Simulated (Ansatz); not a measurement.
Rock-salt NaBr, treated with PBE (PAW; Ansatz, a first-principles code).

Numerical settings: plane-wave cutoff 520 eV, 10×10×10 k mesh, Fermi–Dirac smearing 0.01 eV, scalar-relativistic PAW data made under PBE.

Pressure at four volumes; x = ln(V/27.490 Å³). One pressure is withheld.

```json
[
 {"V (Å³/atom)": "25.841", "x": "-0.0619", "P (GPa)": "1.384"},
 {"V (Å³/atom)": "27.490", "x": "0.0000", "P (GPa)": "0.000"},
 {"V (Å³/atom)": "28.590", "x": "0.0392", "P (GPa)": "-0.694"},
 {"V (Å³/atom)": "29.140", "x": "0.0583", "P (GPa)": "?"}
]
```

Q: Pass a parabola P(x) through the three rows shown, estimate the bulk modulus and its pressure derivative near zero pressure, and predict the withheld pressure.

A: Slopes between the rows: (0.000 − (1.384))/(0.0000 − (-0.0619)) = -22.36 and (-0.694 − (0.000))/(0.0392 − (0.0000)) = -17.70 GPa. Their difference over the span 0.1011 is c = 4.66/0.1011 = 46.1 GPa, so P(x) = 1.384 + (-22.36)(x − (-0.0619)) + 46.1 (x − (-0.0619))(x − (0.0000)). At the middle row B = −dP/dx = −[-22.36 + 46.1 × 0.0619] = 19.5 GPa, and B′ = dB/dP = 2c/B = 4.7. At x = 0.0583 the parabola gives -0.981 GPa; the run gives -0.987 GPa. The Birch–Murnaghan fit to the energies at all volumes has B0 = 19.4 GPa and B′ = 4.6.

Measured, for comparison: bulk modulus 22.6 GPa (4 K, not corrected to a static lattice; as tabulated in Doll and Stoll (1998), arXiv:cond-mat/9801031). Computed less measured: bulk modulus -14 %.
